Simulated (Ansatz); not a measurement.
Field gradients at the nuclei in LaScO₃

The cell is an entry of the Crystallography Open Database (COD), ions relaxed with PBE at fixed cell.

```
CELL_PARAMETERS angstrom
5.79070 0.00000 0.00000
0.00000 8.09450 0.00000
0.00000 0.00000 5.68030
ATOMIC_POSITIONS crystal
La 0.95533 0.25000 0.01105
La 0.04467 0.75000 0.98895
La 0.54467 0.75000 0.51105
La 0.45533 0.25000 0.48895
Sc 0.50000 0.00000 0.00000
Sc 0.50000 0.50000 0.00000
Sc 0.00000 0.00000 0.50000
Sc 0.00000 0.50000 0.50000
O 0.29670 0.94685 0.70351
O 0.70330 0.44685 0.29649
O 0.20330 0.05315 0.20351
O 0.79670 0.55315 0.79649
O 0.70330 0.05315 0.29649
O 0.29670 0.55315 0.70351
O 0.79670 0.94685 0.79649
O 0.20330 0.44685 0.20351
O 0.53361 0.25000 0.89972
O 0.46639 0.75000 0.10028
O 0.96639 0.75000 0.39972
O 0.03361 0.25000 0.60028
```

Sites (sets of like atoms) are named by element and the number of their first atom in this list.

All values are calculated (Ansatz; DFT, PBE, plane waves and PAW, scalar-relativistic, 420 eV cutoff, Γ-centred 4×3×4 k-points, Fermi–Dirac smearing 0.02 eV), not measured.

Conventions: |V_zz| ≥ |V_yy| ≥ |V_xx|, η = (V_xx − V_yy)/V_zz, C_Q = eQV_zz/h. Directions are in the Cartesian axes of the cell vectors above, for the atom listed; none is given where the gradient is under 0.02 or η is above 0.95.

(1) Give the quadrupolar parameters of the distinct sites.

Results:

(1) 

```tsv
site	first atom	first shell	V_zz (10²¹ V/m²)	η	direction of V_zz (x, y, z)
La	1	8 O at 2.38–2.89 Å	-12.92	0.05	0.66 0.00 0.75
Sc	5	6 O at 2.10–2.12 Å	-0.74	0.98	–
O9	9	2 Sc at 2.10–2.12 Å, 1 La at 2.41 Å; also 2 La at 2.70–2.89 Å	1.94	0.23	0.45 0.67 -0.59
O17	17	2 Sc at 2.11 Å, 2 La at 2.38–2.52 Å	0.84	0.26	0.93 0.00 0.35
```

At O9 V_zz stands upright on the plane through its three neighbours (within 8°).

Without spin–orbit coupling (the program notes it for La) the gradients are little affected as a rule: paired runs on crystals with a gap mostly move them by under 2 % at such atoms. Where η is near 1 the sign of V_zz means little.
